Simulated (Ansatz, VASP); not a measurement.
Rh in VASP and in Ansatz

```
CELL_PARAMETERS angstrom
0.00000 1.85370 1.85370
1.85370 0.00000 1.85370
1.85370 1.85370 0.00000
ATOMIC_POSITIONS crystal
Rh 0.00000 0.00000 0.00000
```

Alike in both runs: task single point; functional LDA; k mesh 18 × 18 × 18; occupations gaussian, width 0.05 eV; no spin polarisation.

```csv
,VASP,Ansatz
version,VASP 6.6.1,Ansatz 0.2.0
potentials or method,"VASP PAW LDA potentials, release 64 (Rh_pv)","scalar-relativistic, plane waves, PAW"
plane-wave cutoff (eV),520,420
valence electrons in the cell,15,17
```

|  | VASP | Ansatz | Ansatz less VASP |
| --- | --- | --- | --- |
| pressure (GPa) | 14.0 | 12.9 | -1.06 |

The two sets of potentials don't hold the same shells in valence.
